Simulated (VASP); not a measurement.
Here is a VASP 6.6.1 calculation.

INCAR

```
PREC = Accurate ; ENCUT = 900
EDIFF = 1E-8 ; ISMEAR = 1
SIGMA = 0.1 ; LREAL = False
LASPH = True ; NELM = 100
ALGO = Normal ; ISIF = 2
LWAVE = False ; LCHARG = False
ISPIN = 2 ; MAGMOM = 2
LORBIT = 11 ; LMAXMIX = 4
METAGGA = R2SCAN ; LMIXTAU = True
NBANDS = 12 ; ADDGRID = False
```

KPOINTS

```
regular mesh
0
Gamma
  19 19 19
```

The input POSCAR:

```
V
1.0
   -1.5143500000      1.5143500000      1.5143500000
    1.5143500000     -1.5143500000      1.5143500000
    1.5143500000      1.5143500000     -1.5143500000
V
1
Direct
    0.0000000000      0.0000000000      0.0000000000
```

Potentials or basis: VASP PAW PBE potentials, release 64 (V).

The run is started by

```console
$ cat potpaw_PBE.64/V/POTCAR > POTCAR
$ mpirun -np 1 vasp_std > vasp.out
```

Question: Predict the pressure.

Answer: -11.3 GPa.

Question: Predict the band gap on the k mesh.

Answer: None (metal or under the smearing width).

Question: What does it give for the site moments?

Answer: V +0.11 μB.

Question: Estimate the net moment.

Answer: 0.12 μB per cell.

Caveat: the PAW data sets were made with another functional, which shifts forces and pressure a little.
